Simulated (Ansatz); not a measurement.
**WSe$_{2}$ (P-6m2), zone-centre modes**

The calculation used Ansatz, DFT PBE, scalar-relativistic, plane waves, PAW. Cutoff 420 eV, Γ-centred 12×12×1 k-points, Gaussian smearing of 0.05 eV. Spin–orbit coupling is left out, which can shift energies with elements as heavy as these. No spin polarisation.

The undisturbed cell (relaxed at this level; this form isn't the usual structure):

```
W Se
1.0
     3.32061    0.00000    0.00000
    -1.66030    2.87573    0.00000
     0.00000    0.00000   31.02097
W Se
3 6
Direct
  0.66667 0.33333 0.00000
  0.33333 0.66667 0.75435
  0.33333 0.66667 0.24565
  0.33333 0.66667 0.05410
  0.66667 0.33333 0.80845
  0.66667 0.33333 0.29975
  0.33333 0.66667 0.94590
  0.66667 0.33333 0.70025
  0.66667 0.33333 0.19155
```

The cell holds layers and no dispersion correction was added, so their binding is poorly described.

Harmonic modes by finite displacements of 0.02 Å, without the LO–TO term.

Problem. At this geometry, is the structure stable against these modes?

Solution. Barely, if at all: no mode is imaginary beyond 10 cm⁻¹, but one beside the three translations lies at 2 cm⁻¹, within the noise of such a run.

Problem. List the wavenumbers in cm⁻¹.

Solution. 0, 0, 0, 2, 2, 3, 4, 4, 6, 168, 168, 168, 168, 168, 168, 239, 239, 239, 239, 239, 239, 241, 242, 242, 298, 299, 299.

Cost: 1 run of about 6.7 core-minutes, on Intel Xeon 6975P-C (Granite Rapids) (shared hosts).